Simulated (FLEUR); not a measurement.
The system is C.

```
C
1.0
     2.52210    0.00000    0.00000
    -1.26105    2.18420    0.00000
     0.00000    0.00000    8.23710
C
8
Direct
  0.66667 0.33333 0.84375
  0.33333 0.66667 0.34375
  0.66667 0.33333 0.65625
  0.33333 0.66667 0.15625
  0.00000 0.00000 0.90625
  0.00000 0.00000 0.40625
  0.00000 0.00000 0.59375
  0.00000 0.00000 0.09375
```

This is a hexagonal form of diamond, not graphite.

Base run:

- Program: FLEUR MaX-R8.1 (patched build s14)
- Functional: revPBE
- Potentials or basis: all-electron
- Basis: FLAPW
- Kmax: 5.19 1/bohr
- k mesh: 12 × 12 × 4
- Occupations: fermi-dirac, width 0.05 eV
- Spin: no spin polarisation

Its results: band gap on the k mesh 4.41 eV, indirect (least direct gap 5.20 eV).

The run is repeated on the same cell with these changes: functional from revPBE to WC. What comes out?

Band gap on the k mesh 4.33 eV, indirect (least direct gap 5.17 eV).

Not every run made on this cell is shown here.
